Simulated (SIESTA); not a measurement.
Ti:

```xyz
2
Lattice="2.9500 0.0000 0.0000 -1.4750 2.5548 0.0000 0.0000 0.0000 4.6800" Properties=species:S:1:pos:R:3 pbc="T T T"
Ti    1.4750    0.8516    3.5100
Ti    0.0000    1.7032    1.1700
```

Base run:

```yaml
Program: SIESTA 5.4.2
Functional: PBEsol
Potentials_or_basis: PseudoDojo 0.4 standard (PBEsol files)
Basis: DZP (energy shift 0.003 Ry; two zetas on semicore shells)
Grid_cutoff: 800 Ry
Energy_shift: 0.003 Ry
k_mesh: 10 × 10 × 6
Occupations: fermi-dirac, width 0.05 eV
Spin: no spin polarisation
```

Its results: band gap on the k mesh none (metal or under the smearing width); pressure -5.5 GPa.

The run is repeated on the same cell with these changes: functional from PBEsol to PBE; potentials or basis from PseudoDojo 0.4 standard (PBEsol files) to PseudoDojo 0.4 standard (PBE files). What comes out?

Band gap on the k mesh none (metal or under the smearing width); pressure -1.3 GPa.

Caveats: the basis of atomic orbitals isn't converged, which shifts pressures, moduli and gaps.
